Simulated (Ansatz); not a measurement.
# Hg: how the settings move a single-point run

Question: which choices in the input matter for Hg?

Method: reference: DFT, PBE, all-electron PAW with datasets made for the crystal, scalar-relativistic, in Ansatz 0.2.0.

### 1 The system as given

It takes space group P6/mmm (No. 191, hexagonal). The conventional cell has a = 4.540 Å, b = 4.540 Å, c = 3.870 Å, α = 90.00°, β = 90.00°, γ = 120.00°. Hg (site symmetry -6m2) has 3 Hg at 2.62 Å as nearest neighbours. Around Hg (site symmetry 6/mmm) lie 12 Hg at 3.26 Å.

Coordinates:

```
CELL_PARAMETERS angstrom
4.54000 0.00000 0.00000
-2.27000 3.93176 0.00000
0.00000 0.00000 3.87000
ATOMIC_POSITIONS crystal
Hg 0.33333 0.66667 0.50000
Hg 0.00000 0.00000 0.00000
Hg 0.66667 0.33333 0.50000
```

### 2 Reference

input.yaml

```yaml
crystal:
  lattice:
    - [4.5400020208, 0.0, 0.0]
    - [-2.2700010104, 3.9317570832, 0.0]
    - [0.0, 0.0, 3.87]
  atoms:
    - { symbol: Hg, position: [0.3333333333, 0.6666666667, 0.5] }
    - { symbol: Hg, position: [0.0, 0.0, 0.0] }
    - { symbol: Hg, position: [0.6666666667, 0.3333333333, 0.5] }
kpoints:
  mp_grid: { grid: [8, 8, 9] }
  band_path:
    path:
      - [0.0, 0.0, 0.0]
      - [0.5, 0.0, 0.0]
      - [0.3333333333, 0.3333333333, 0.0]
      - [0.0, 0.0, 0.0]
      - [0.0, 0.0, 0.5]
      - [0.5, 0.0, 0.5]
      - [0.3333333333, 0.3333333333, 0.5]
      - [0.0, 0.0, 0.5]
      - [0.5, 0.0, 0.5]
    npoints: 8
scf:
  occupations: { method: fermi_dirac, width: 0.05 }
hamiltonian:
  xc: pbe
  pseudopotentials: { kind: all_electron, datasets: crystal }
output:
  forces: true
  stress: true
  eigenvalues: true
  efg: { contact_densities: true }
```

The run is started by

```bash
ansatz run input.yaml --threads 1 --pin off --max-ram 4096MiB --backend cpu --events-out ev --progress --plain --runs-dir out
```

### 3 Variant: mp_grid.grid [3, 3, 3]

Edit input.yaml of step 2 so:

```diff
@@ -10,3 +10,3 @@
 kpoints:
-  mp_grid: { grid: [8, 8, 9] }
+  mp_grid: { grid: [3, 3, 3] }
   band_path:
```

Q: Predict the outcome of this session. Wanted: for each run, ending; energy change; pressure; gap; force.

The runs gave:

```
                      run     ending   energy change  pressure (GPa)  gap (eV)  force (eV/Å)  cycles  time
                reference  converged               0            13.1      0.00          0.00       9  25 s
1: mp_grid.grid [3, 3, 3]  converged  +16.3 meV/atom            11.2      0.00          0.00       8  16 s
```

Residual by cycle in the longest SCF loop of each run; runs are numbered as in the table. The quantity is the density residual dr2, in eV.

```
cycle  reference    run 1
    1      0.583    0.692
    2      0.194    0.174
    3    0.00642    0.005
    4     0.0025  0.00189
    5     7.7e-5   6.5e-5
    6     3.2e-5   1.6e-5
    7     1.7e-6   1.2e-6
    8     2.3e-7   9.0e-8
    9     6.8e-8        -
```

**Reading.** Changing the k-point mesh moves the energy by +16.3 meV/atom, and the pressure goes from 13.1 to 11.2 GPa. Sampling errors of the energy have no fixed sign. Cost: 8 SCF cycles against 9, 16 s against 25 s. The structure is not at rest: the sound run finds 13 GPa, so these are no properties of the relaxed crystal. 
